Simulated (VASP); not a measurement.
The system is LiF.

```
Li F
1.0
     0.00000    2.04171    2.04171
     2.04171    0.00000    2.04171
     2.04171    2.04171    0.00000
Li F
1 1
Direct
  0.00000 0.00000 0.00000
  0.50000 0.50000 0.50000
```

The cell is a database's computed one.

| Item | Value |
| --- | --- |
| Program | VASP 6.6.1 |
| Task | relaxation of cell and atoms |
| Functional | PBEsol |
| Potentials or basis | VASP PAW PBE potentials, release 64 (Li, F) |
| Cutoff | 580 eV |
| k mesh | 10 × 10 × 10 |
| Occupations | gaussian, width 0.02 eV |
| Spin | no spin polarisation |

At the start: pressure -3.7 GPa; volume 8.51 Å³/atom.

Q: How do energy, volume and symmetry change on relaxing?

A: Over 4 steps the energy falls by 5.8 meV/atom and the volume is 8.03 Å³/atom (-5.6 %); space group Fm-3m (No. 225, to 0.05 Å).

The path:
| step | energy change (eV) | largest force (eV/Å) | pressure (GPa) | volume (Å³) |
| --- | --- | --- | --- | --- |
| 1 | 0.0000 | 0.0000 | -3.70 | 17.02 |
| 2 | -0.0086 | 0.0000 | -1.99 | 16.54 |
| 3 | -0.0116 | 0.0000 | -0.16 | 16.10 |
| 4 | -0.0116 | 0.0000 | 0.01 | 16.07 |

Final structure:
```xyz
2
Lattice="0.0000 2.0028 2.0028 2.0028 0.0000 2.0028 2.0028 2.0028 0.0000" Properties=species:S:1:pos:R:3 pbc="T T T"
Li    2.0028    2.0028    4.0056
F     2.0028    2.0028    2.0028
```

Caveat: the PAW data sets were made with another functional, which shifts forces and pressure a little.
